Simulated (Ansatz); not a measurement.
# TaN (Fm-3m): one cell, many starting occupations (series 2), part 2 of 2

Aim: start the open shells of TaN (Fm-3m) from different occupation matrices at one fixed cell, and see in which states the SCF ends. Cell and atoms stay fixed.

Ansatz 0.2.0; DFT LDA+U (U_eff = 2 eV on Ta d), plane waves, PAW, no spin–orbit coupling unless a run says so. The steps go on from the part before.

## (5) Random orbitals: fully mixed, one electron fewer

input.yaml

```yaml
crystal:
  lattice:
    - [0.0, 2.17900131, 2.17900131]
    - [2.17900131, 0.0, 2.17900131]
    - [4.35800262, 4.35800262, 0.0]
  atoms:
    - { symbol: Ta, position: [0.5, 0.5, 0.25], spin: 1.0 }
    - { symbol: "N", position: [0.0, 0.0, 0.0] }
    - { symbol: Ta, position: [0.5, 0.5, 0.75], spin: -1.0 }
    - { symbol: "N", position: [0.0, 0.0, 0.5] }
basis:
  ecutwfc: 420
  ecutrho_ratio: 4
kpoints:
  mp_grid: { grid: [7, 7, 7] }
hamiltonian:
  xc: lda
  hubbard:
    sites:
      - { site: 0, l: d, u_eff: 2.0, starting_ns: [{ spin: up, occupation_matrix: s0up }, { spin: down, occupation_matrix: s0down }] }
      - { site: 2, l: d, u_eff: 2.0, starting_ns: [{ spin: up, occupation_matrix: s2up }, { spin: down, occupation_matrix: s2down }] }
    occupation_matrices:
      s0up:
        matrix:
          - [0.05075, -0.15718, -0.01196, 0.00683, 0.05809]
          - [-0.15718, 0.82336, 0.06112, -0.03493, -0.29689]
          - [-0.01196, 0.06112, 0.02465, -0.00266, -0.02259]
          - [0.00683, -0.03493, -0.00266, 0.02152, 0.01291]
          - [0.05809, -0.29689, -0.02259, 0.01291, 0.12972]
      s0down:
        matrix:
          - [0.02, 0.0, 0.0, 0.0, 0.0]
          - [0.0, 0.02, 0.0, 0.0, 0.0]
          - [0.0, 0.0, 0.02, 0.0, 0.0]
          - [0.0, 0.0, 0.0, 0.02, 0.0]
          - [0.0, 0.0, 0.0, 0.0, 0.02]
      s2up:
        matrix:
          - [0.02, 0.0, 0.0, 0.0, 0.0]
          - [0.0, 0.02, 0.0, 0.0, 0.0]
          - [0.0, 0.0, 0.02, 0.0, 0.0]
          - [0.0, 0.0, 0.0, 0.02, 0.0]
          - [0.0, 0.0, 0.0, 0.0, 0.02]
      s2down:
        matrix:
          - [0.02469, 0.01005, 0.00335, 0.00335, -0.06564]
          - [0.01005, 0.04153, 0.00718, 0.00718, -0.14066]
          - [0.00335, 0.00718, 0.02239, 0.00239, -0.04689]
          - [0.00335, 0.00718, 0.00239, 0.02239, -0.04689]
          - [-0.06564, -0.14066, -0.04689, -0.04689, 0.939]
    ns_hold: { iters: 12 }
scf:
  occupations: { method: gaussian, width: 0.05 }
  lower_state_search: "off"
  max_iter: 150
output:
  forces: true
  stress: true
  eigenvalues: true
  populations: true
  hubbard: { sites: [{ site: 0, l: d }, { site: 2, l: d }] }
magnetization:
  spin_polarized: true
```

The typed matrices are held for 12 cycles.

Command:

```bash
$ ansatz run input.yaml --threads 2 --pin off --max-ram 3072MiB --backend cpu --events-out ev --progress --plain --runs-dir out
```

Output, shortened:

```text
Warning: crystal.symmetry: narrowed to the stabiliser of the occupation matrices — unitary ops 12 → 2, anti-unitary 12 → 0; lowered by the specified shells (site 0, l: d), (site 2, l: d); largest admitted image defect 4.4e-16, smallest excluded 2.3e-1 — at a splitting's scale: the group [...]
Warning: RAYON_NUM_THREADS=2 ignored (pool sized by the plan → 2); use --threads N
Ta: projections on atomic orbitals take those of the free atom [Kr 4d10 4f14] 5s2 5p6 5d3 6s2, of charge +0.00 (hamiltonian.pseudopotentials.projection_atoms); the dataset's partial waves leave at most 6.0e-5 of an orbital's norm unspanned inside its sphere
N: projections on atomic orbitals take those of the free atom [He] 2s2 2p3, of charge +0.00 (hamiltonian.pseudopotentials.projection_atoms); the dataset's partial waves leave at most 9.3e-9 of an orbital's norm unspanned inside its sphere
[...]
Pseudopotentials: kind: paw
Pseudopotential: Ta, paw, valence charge 13, recommended cutoff 420 eV (normal), Ta.paw.azcp
Pseudopotential: N, paw, valence charge 5, recommended cutoff 420 eV (normal), N.paw.azcp
Functional definition: SPW92
[...]
Crystal: 4 atoms, lattice volume = 41.384 Å³
Basis set: ecut = 420 eV, 821 PW (Γ)
Bands: 23, of which v1, the nominal top of the filled ones, is band 18 counted from 1 (17 counted from 0)
[...]
WARN: the starting moments were not kept: the SCF closed with an absolute magnetisation of 8.3e-6 μB, where they sum to 2 μB in size (2 sites). That is at most 0.1 of that sum. Measured as dr2_m measures the in/out step, that magnetisation stands 1.0e-11 eV from none, at or under the [...]
WARN: hamiltonian.hubbard: on 2 of 4 specified blocks the occupation matrix of this SCF's result fails the test of the specified filling. At site 0 ↑ (sites count from 0 in the list of atoms of the cell that this SCF solves) the least filled combination of the orbitals specified full has [...]
     3      N      5.7064    -0.0000
  spilling = 0.004277 (of n_electrons = 36.000000)
--- Occupation matrices: 2 shells (run DFT+U table (all-electron-ortho-atomic); ε = 5.25e-4) ---
  Ta0 d_5D: site group Oh (m-3m); on the run's cell D3d (-3m)
  Ta0 d_5D up     Tr n = 1.9077  λ = 0.307 0.307 0.431 0.431 0.431  [2× z2 0.50 (Eg 1.00) Eg(1.00)/Eg(1.00) | 3× xz 0.33 (T2g 1.00) T2g(1.00)/Eg(0.67)]
  Ta0 d_5D dn     Tr n = 1.9077  λ = 0.307 0.307 0.431 0.431 0.431  [2× z2 0.50 (Eg 1.00) Eg(1.00)/Eg(1.00) | 3× xz 0.33 (T2g 1.00) T2g(1.00)/Eg(0.67)]
  specified occupation → Ta0 d_5D up: matrix, ‖Δ‖_F = 0.8950, Tr Δ = -0.8577, displaced = 0.9723, d_λ = 0.8904; orbital distance = 0.8303
  specified occupation → Ta0 d_5D dn: matrix, ‖Δ‖_F = 0.8199, Tr Δ = -1.8077, displaced = 0.9038, d_λ = 0.8199; orbital distance = 0.0000
  Ta2 d_5D: site group Oh (m-3m); on the run's cell D3d (-3m)
  Ta2 d_5D up     Tr n = 1.9077  λ = 0.307 0.307 0.431 0.431 0.431  [2× z2 0.50 (Eg 1.00) Eg(1.00)/Eg(1.00) | 3× xz 0.33 (T2g 1.00) T2g(1.00)/Eg(0.67)]
  Ta2 d_5D dn     Tr n = 1.9077  λ = 0.307 0.307 0.431 0.431 0.431  [2× z2 0.50 (Eg 1.00) Eg(1.00)/Eg(1.00) | 3× xz 0.33 (T2g 1.00) T2g(1.00)/Eg(0.67)]
  specified occupation → Ta2 d_5D up: matrix, ‖Δ‖_F = 0.8199, Tr Δ = -1.8077, displaced = 0.9038, d_λ = 0.8199; orbital distance = 0.0000
  specified occupation → Ta2 d_5D dn: matrix, ‖Δ‖_F = 0.8915, Tr Δ = -0.8577, displaced = 0.9685, d_λ = 0.8904; orbital distance = 0.8195
  Tr n, λ and their labels are of the run-group-symmetrised matrices; stabiliser: 48 of 48 elements of G0×{1,Θ} (closed), max defect 5.3e-6 at τ = 1.1e-4
```

It took 40 s on 2 threads of Arm Neoverse V2, shared host; peak memory 0.62 GiB.

Result: no gap, pressure -0.8 GPa, no moment over 0.05 μB in any sphere, largest force component 0.00 eV/Å, 2 symmetry operations imposed. The program reports that the typed filling wasn't kept.

The shells' filling, with natural orbitals sorted by occupation:

| shell | channel | electrons | over 0.8 | 0.2 to 0.8 | under 0.2 |
| --- | --- | --- | --- | --- | --- |
| Ta 5d (atom 1) | up | 1.91 | 0 | 5 | 0 |
| Ta 5d (atom 1) | down | 1.91 | 0 | 5 | 0 |

## (6) Random orbitals: drawn by pairs, second filling

input.yaml

```yaml
crystal:
  lattice:
    - [0.0, 2.17900131, 2.17900131]
    - [2.17900131, 0.0, 2.17900131]
    - [4.35800262, 4.35800262, 0.0]
  atoms:
    - { symbol: Ta, position: [0.5, 0.5, 0.25], spin: 0.3 }
    - { symbol: "N", position: [0.0, 0.0, 0.0] }
    - { symbol: Ta, position: [0.5, 0.5, 0.75], spin: -0.3 }
    - { symbol: "N", position: [0.0, 0.0, 0.5] }
basis:
  ecutwfc: 420
  ecutrho_ratio: 4
kpoints:
  mp_grid: { grid: [7, 7, 7] }
hamiltonian:
  xc: lda
  hubbard:
    sites:
      - { site: 0, l: d, u_eff: 2.0, starting_ns: [{ spin: up, occupation_matrix: s0up }, { spin: down, occupation_matrix: s0down }] }
      - { site: 2, l: d, u_eff: 2.0, starting_ns: [{ spin: up, occupation_matrix: s2up }, { spin: down, occupation_matrix: s2down }] }
    occupation_matrices:
      s0up:
        matrix:
          - [0.02, 0.0, 0.0, 0.0, 0.0]
          - [0.0, 0.02, 0.0, 0.0, 0.0]
          - [0.0, 0.0, 0.73413, 0.0, 0.41042]
          - [0.0, 0.0, 0.0, 0.02, 0.0]
          - [0.0, 0.0, 0.41042, 0.0, 0.25587]
      s0down:
        matrix:
          - [0.02, 0.0, 0.0, 0.0, 0.0]
          - [0.0, 0.02, 0.0, 0.0, 0.0]
          - [0.0, 0.0, 0.25587, 0.0, -0.41042]
          - [0.0, 0.0, 0.0, 0.02, 0.0]
          - [0.0, 0.0, -0.41042, 0.0, 0.73413]
      s2up:
        matrix:
          - [0.02, 0.0, 0.0, 0.0, 0.0]
          - [0.0, 0.02, 0.0, 0.0, 0.0]
          - [0.0, 0.0, 0.73413, 0.0, 0.41042]
          - [0.0, 0.0, 0.0, 0.02, 0.0]
          - [0.0, 0.0, 0.41042, 0.0, 0.25587]
      s2down:
        matrix:
          - [0.97, 0.0, 0.0, 0.0, 0.0]
          - [0.0, 0.02, 0.0, 0.0, 0.0]
          - [0.0, 0.0, 0.02, 0.0, 0.0]
          - [0.0, 0.0, 0.0, 0.02, 0.0]
          - [0.0, 0.0, 0.0, 0.0, 0.02]
    ns_hold: { iters: 5 }
scf:
  occupations: { method: gaussian, width: 0.05 }
  lower_state_search: "off"
  max_iter: 150
output:
  forces: true
  stress: true
  eigenvalues: true
  populations: true
  hubbard: { sites: [{ site: 0, l: d }, { site: 2, l: d }] }
magnetization:
  spin_polarized: true
```

The typed matrices put 0.97 on the chosen orbitals and 0.02 on the others, and are held for 5 cycles.

Command:

```bash
$ ansatz run input.yaml --threads 2 --pin off --max-ram 3072MiB --backend cpu --events-out ev --progress --plain --runs-dir out
```

Output, shortened:

```text
Warning: crystal.symmetry: narrowed to the stabiliser of the occupation matrices — unitary ops 12 → 2, anti-unitary 12 → 0; lowered by the specified shells (site 0, l: d), (site 2, l: d); largest admitted image defect 2.2e-16, smallest excluded 7.1e-1 — at a splitting's scale: the group [...]
Warning: RAYON_NUM_THREADS=2 ignored (pool sized by the plan → 2); use --threads N
Ta: projections on atomic orbitals take those of the free atom [Kr 4d10 4f14] 5s2 5p6 5d3 6s2, of charge +0.00 (hamiltonian.pseudopotentials.projection_atoms); the dataset's partial waves leave at most 6.0e-5 of an orbital's norm unspanned inside its sphere
N: projections on atomic orbitals take those of the free atom [He] 2s2 2p3, of charge +0.00 (hamiltonian.pseudopotentials.projection_atoms); the dataset's partial waves leave at most 9.3e-9 of an orbital's norm unspanned inside its sphere
[...]
Pseudopotentials: kind: paw
Pseudopotential: Ta, paw, valence charge 13, recommended cutoff 420 eV (normal), Ta.paw.azcp
Pseudopotential: N, paw, valence charge 5, recommended cutoff 420 eV (normal), N.paw.azcp
Functional definition: SPW92
[...]
Crystal: 4 atoms, lattice volume = 41.384 Å³
Basis set: ecut = 420 eV, 821 PW (Γ)
Bands: 23, of which v1, the nominal top of the filled ones, is band 18 counted from 1 (17 counted from 0)
[...]
WARN: the starting moments were not kept: the SCF closed with an absolute magnetisation of 1.7e-5 μB, where they sum to 0.6 μB in size (2 sites). That is at most 0.1 of that sum. Measured as dr2_m measures the in/out step, that magnetisation stands 3.4e-11 eV from none, at or under the [...]
WARN: hamiltonian.hubbard: on 4 of 4 specified blocks the occupation matrix of this SCF's result fails the test of the specified filling. At site 0 ↑ (sites count from 0 in the list of atoms of the cell that this SCF solves) the least filled combination of the orbitals specified full has [...]
     3      N      5.7064     0.0000
  spilling = 0.004277 (of n_electrons = 36.000000)
--- Occupation matrices: 2 shells (run DFT+U table (all-electron-ortho-atomic); ε = 6.73e-4) ---
  Ta0 d_5D: site group Oh (m-3m); on the run's cell D3d (-3m)
  Ta0 d_5D up     Tr n = 1.9077  λ = 0.307 0.307 0.431 0.431 0.431  [2× z2 0.50 (Eg 1.00) Eg(1.00)/Eg(1.00) | 3× xz 0.33 (T2g 1.00) T2g(1.00)/Eg(0.67)]
  Ta0 d_5D dn     Tr n = 1.9077  λ = 0.307 0.307 0.431 0.431 0.431  [2× z2 0.50 (Eg 1.00) Eg(1.00)/Eg(1.00) | 3× xz 0.33 (T2g 1.00) T2g(1.00)/Eg(0.67)]
  specified occupation → Ta0 d_5D up: matrix, ‖Δ‖_F = 0.8907, Tr Δ = -0.8577, displaced = 0.9676, d_λ = 0.8904; orbital distance = 0.8165
  specified occupation → Ta0 d_5D dn: matrix, ‖Δ‖_F = 0.8904, Tr Δ = -0.8577, displaced = 0.9674, d_λ = 0.8904; orbital distance = 0.8165
  Ta2 d_5D: site group Oh (m-3m); on the run's cell D3d (-3m)
  Ta2 d_5D up     Tr n = 1.9077  λ = 0.307 0.307 0.431 0.431 0.431  [2× z2 0.50 (Eg 1.00) Eg(1.00)/Eg(1.00) | 3× xz 0.33 (T2g 1.00) T2g(1.00)/Eg(0.67)]
  Ta2 d_5D dn     Tr n = 1.9077  λ = 0.307 0.307 0.431 0.431 0.431  [2× z2 0.50 (Eg 1.00) Eg(1.00)/Eg(1.00) | 3× xz 0.33 (T2g 1.00) T2g(1.00)/Eg(0.67)]
  specified occupation → Ta2 d_5D up: matrix, ‖Δ‖_F = 0.8907, Tr Δ = -0.8577, displaced = 0.9676, d_λ = 0.8904; orbital distance = 0.8165
  specified occupation → Ta2 d_5D dn: matrix, ‖Δ‖_F = 1.0148, Tr Δ = -0.8577, displaced = 1.0920, d_λ = 0.8904; orbital distance = 1.1547
  Tr n, λ and their labels are of the run-group-symmetrised matrices; stabiliser: 48 of 48 elements of G0×{1,Θ} (closed), max defect 8.2e-6 at τ = 1.4e-4
```

It took 25 s on 2 threads of Arm Neoverse V2, shared host; peak memory 0.62 GiB.

End state: no gap, pressure -0.8 GPa, no moment over 0.05 μB in any sphere, largest force component 0.00 eV/Å, 2 symmetry operations imposed. The program reports that the typed filling wasn't kept.

How the shells are filled (orbitals counted by the eigenvalues of the occupation matrices):

| shell | channel | electrons | over 0.8 | 0.2 to 0.8 | under 0.2 |
| --- | --- | --- | --- | --- | --- |
| Ta 5d (atom 1) | up | 1.91 | 0 | 5 | 0 |
| Ta 5d (atom 1) | down | 1.91 | 0 | 5 | 0 |

## (7) Results

This closing draws on all 2 parts.

Energies count from the lowest free state and have the smearing extrapolated to zero.

| start | energy (meV/atom) | gap (eV) | pressure (GPa) | largest moment (μB) | SCF cycles | time |
| --- | --- | --- | --- | --- | --- | --- |
| random orbitals: single harmonics, first filling | 0.0 | metal | -0.8 | 0.00 | 28 | 40 s |
| random orbitals: fully mixed, one electron fewer | 0.0 | metal | -0.8 | 0.00 | 28 | 40 s |
| natural orbitals of the symmetric run, filled by rank (earlier series) | 0.0 | metal | -0.8 | 0.00 | 22 | 38 s |
| random orbitals: drawn by pairs, second filling | 0.0 | metal | -0.8 | 0.00 | 19 | 25 s |
| random orbitals: single harmonics, second filling | 0.0 | metal | -0.8 | 0.00 | 29 | 41 s |
| random orbitals: fully mixed, first filling | 0.0 | metal | -0.8 | 0.00 | 27 | 39 s |

The 6 free runs end within about 1 meV/atom of each other. The lowest state found need not be the ground state, and the geometry wasn't relaxed for any of them. Spin–orbit coupling is left out.
